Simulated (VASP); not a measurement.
Here is a VASP 6.6.1 calculation.

POSCAR

```
BN
1.0
    0.0000000000      1.8130010000      1.8130010000
    1.8130010000      0.0000000000      1.8130010000
    1.8130010000      1.8130010000      0.0000000000
N B
1 1
Direct
    0.2500000000      0.2500000000      0.2500000000
    0.0000000000      0.0000000000      0.0000000000
```

INCAR.step1

```
  PREC = Accurate
  ENCUT = 520
  EDIFF = 1E-5
  ISMEAR = -1
  SIGMA = 0.05
  LREAL = False
  LASPH = True
  NELM = 80
  ALGO = Normal
  ISIF = 2
  LWAVE = True
  LCHARG = False
  GGA = PE
```

Contents of INCAR.step2:

```
  PREC = Accurate
  ENCUT = 520
  EDIFF = 1E-7
  ISMEAR = -1
  SIGMA = 0.05
  LREAL = False
  LASPH = True
  NELM = 80
  ALGO = Normal
  ISIF = 2
  LWAVE = False
  LCHARG = False
  GGA = PE
  LHFCALC = True
  AEXX = 0.3
  PRECFOCK = Fast
  HFRCUT = -1
  ISTART = 1
```

File KPOINTS:

```
regular mesh
0
Gamma
  7 7 7
```

Potentials or basis: VASP PAW PBE potentials, release 64 (N, B).

Launch:

```console
$ cat potpaw_PBE.64/N/POTCAR potpaw_PBE.64/B/POTCAR > POTCAR
$ cp INCAR.step1 INCAR
$ mpirun -np 1 vasp_std > vasp.out
$ cp INCAR.step2 INCAR
$ mpirun -np 1 vasp_std > vasp.out
```

Task: What does it give for the band gap on the k mesh?

Result: 7.23 eV, indirect (least direct gap 11.78 eV).

Task: Estimate the pressure.

Result: -10.7 GPa.

Caveat: the k mesh is coarse (spacing up to 0.43 Å⁻¹), so the values aren't converged, least of all with exact exchange; the PAW data sets were made with another functional, which shifts forces and pressure a little; an odd mesh through Γ misses points on the zone boundary, where band edges often lie.
